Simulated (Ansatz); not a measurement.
Relaxation path: bcc W (100), 3 layers

DFT, LDA, PAW with Ansatz's default frozen-core files, scalar-relativistic (Ansatz 0.2.0); a Γ-centred 13×13×1 k mesh, Fermi–Dirac smearing of 0.08 eV, no spin polarisation. The run relaxes the atoms in the fixed cell.

Command: `ansatz run input.yaml --threads 1 --pin off --max-ram 3584MiB --backend cpu --events-out ev --progress --plain --runs-dir out` It took 32 s on 1 thread of Intel(R) Xeon(R) 6975P-C (Granite Rapids), with other jobs on the host, peak memory 0.43 GiB.

```yaml
crystal:
  lattice:
    - [3.1348320012, 0.0, 0.0]
    - [0.0, 3.1348320012, 0.0]
    - [0.0, 0.0, 19.1348]
  atoms:
    - { symbol: W, position: [0.0, 0.0, 0.4180855823] }
    - { symbol: W, position: [0.5, 0.5, 0.5] }
    - { symbol: W, position: [0.0, 0.0, 0.5819144177] }
kpoints:
  mp_grid: { grid: [13, 13, 1] }
scf:
  occupations: { method: fermi_dirac, width: 0.08 }
hamiltonian:
  xc: lda
  pseudopotentials: { kind: paw }
output:
  forces: true
  stress: true
  eigenvalues: true
relax:
  f_tol: 0.01
  max_steps: 40
efield:
  axis: 3
  amplitude: 0
  dipole_correction: true
```

Each step lists its free energy a cell above the last geometry, and Cartesian positions (Å) with forces (eV/Å).

The first step:

```
step 1  dF = 229.42 meV
  W 0.0000 0.0000 8.0000   0.0000 0.0000 1.6956
  W 1.5674 1.5674 9.5674   0.0000 0.0000 0.0000
  W 0.0000 0.0000 11.1348   0.0000 0.0000 -1.6956
```

Spin–orbit coupling is left out, which matters for the heavy atoms. The PAW files were made under PBE.

**Question.** Where does the relaxation end, and by which steps?

**Answer.** After 5 geometries, with a shortest distance of 2.641 Å. The further steps:
```
step 2  dF = 46.55 meV
  W 0.0000 0.0000 8.1950   0.0000 0.0000 -0.7070
  W 1.5674 1.5674 9.5674   0.0000 0.0000 0.0000
  W 0.0000 0.0000 10.9398   0.0000 0.0000 0.7070
step 3  dF = 6.11 meV
  W 0.0000 0.0000 8.1537   0.0000 0.0000 -0.2688
  W 1.5674 1.5674 9.5674   0.0000 0.0000 0.0000
  W 0.0000 0.0000 10.9811   0.0000 0.0000 0.2688
step 4  dF = 0.61 meV
  W 0.0000 0.0000 8.1245   0.0000 0.0000 0.0891
  W 1.5674 1.5674 9.5674   0.0000 0.0000 0.0000
  W 0.0000 0.0000 11.0103   0.0000 0.0000 -0.0891
step 5  dF = 0.00 meV
  W 0.0000 0.0000 8.1315   0.0000 0.0000 -0.0010
  W 1.5674 1.5674 9.5674   0.0000 0.0000 0.0000
  W 0.0000 0.0000 11.0033   0.0000 0.0000 0.0010
step 6  dF = 0.00 meV  (same geometry, solved once more)
  W 0.0000 0.0000 8.1315   0.0000 0.0000 -0.0006
  W 1.5674 1.5674 9.5674   0.0000 0.0000 0.0000
  W 0.0000 0.0000 11.0033   0.0000 0.0000 0.0006
```
